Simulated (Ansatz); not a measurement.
Runs of Ansatz 0.2.0 on Te2Mo. It takes space group Pm (No. 6, monoclinic). The conventional cell has a = 6.346 Å, b = 3.494 Å, c = 14.866 Å, α = 90.00°, β = 92.12°, γ = 90.00°. Te (site symmetry m) has 3 Mo at 2.82 to 2.84 Å as nearest neighbours. Te (site symmetry m) is surrounded by 3 Mo at 2.82 to 2.84 Å. Te (site symmetry m) has 3 Mo at 2.70 to 2.71 Å as nearest neighbours. Te (site symmetry m) is surrounded by 3 Mo at 2.70 to 2.71 Å. Te (site symmetry m) is surrounded by 3 Mo at 2.70 to 2.71 Å. Te (site symmetry m) is surrounded by 3 Mo at 2.70 to 2.71 Å. Te (site symmetry m) has 3 Mo at 2.82 to 2.84 Å as nearest neighbours. Te (site symmetry m) is surrounded by 3 Mo at 2.82 to 2.84 Å. The cell is a database's computed one.

```csv
task,level,cell,k mesh,cutoff (eV),points for each segment of the path,gap on the mesh (eV),pressure (GPa),relaxed volume (Å³/atom),largest force (eV/Å)
band structure,r2SCAN,as given,4 × 8 × 2,500,10,none,0.0,-,0.07
band structure,PBEsol,as given,4 × 8 × 2,420,10,none,-2.8,-,0.25
relaxation of cell and atoms,BLYP,relaxed,3 × 6 × 2,420,-,none,0.0,(a),-
relaxation of cell and atoms,LDA,relaxed,3 × 6 × 2,420,-,none,0.0,24.04,0.01
relaxation of cell and atoms,LDA,relaxed,4 × 8 × 2,420,-,none,0.0,(b),0.01
relaxation of cell and atoms,PBEsol+D3(BJ),relaxed,4 × 8 × 2,420,-,none,0.0,22.93,-
relaxation of cell and atoms,PBEsol,relaxed,3 × 6 × 2,420,-,none,0.0,(c),0.01
```

Alike in all rows: potentials or basis Ansatz PAW; no spin polarisation; smearing fermi-dirac 0.05 eV.

Q: Fill in the values left out.

A: (a) 40.47; (b) 24.02; (c) 25.05.

Caveats: the PAW data sets come from PBE, with cores solved anew for the run's functional, which leaves a small shift of forces and pressure; the plane-wave basis is chosen anew once the cell has moved, so the energies of steps on either side of that aren't comparable (some runs); this functional lacks dispersion, which binds the layers, so the pressure and a relaxed spacing across them are unreliable (some runs); the volume moved by over 15 % at a fixed basis, so the end points are rough (some runs); the potentials were made for another functional, which shifts forces and pressure (some runs); this functional lacks dispersion, which binds the layers, so the pressure and a relaxed spacing across them are unreliable, and here the layers came unbound (some runs).

A k mesh can miss the band edges, and the runs leave out spin-orbit coupling on Mo, Te.

A gap of «none» marks a metal or a gap under the smearing width.

Not every run made on this cell is shown here.
